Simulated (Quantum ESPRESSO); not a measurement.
The system is WC (Qusongite).

```
W C
1.0
     2.90650    0.00000    0.00000
    -1.45325    2.51710    0.00000
     0.00000    0.00000    2.83660
W C
1 1
Direct
  0.00000 0.00000 0.00000
  0.66667 0.33333 0.50000
```

Base run:

- Program: Quantum ESPRESSO 7.5
- Functional: PBEsol
- Potentials or basis: SSSP 1.3 efficiency PBE
- Cutoff: 748 eV
- Density cutoff: 5987 eV
- k mesh: 10 × 10 × 9
- Occupations: fermi-dirac, width 0.05 eV
- Spin: no spin polarisation
- Hubbard terms: W d U = 1 eV

Its results: band gap on the k mesh none (metal or under the smearing width); pressure -1.9 GPa.

Task: The run is repeated on the same cell with these changes: hubbard terms from W d U = 1 eV to W d U = 5 eV. What comes out?

Result: Band gap on the k mesh none (metal or under the smearing width); pressure -1.1 GPa.

Caveats: the potentials were made for another functional, which shifts forces and pressure; U without spin polarisation on a metal has little footing; the U is typed as a test and isn't derived for this compound.

Not every run made on this cell is shown here.
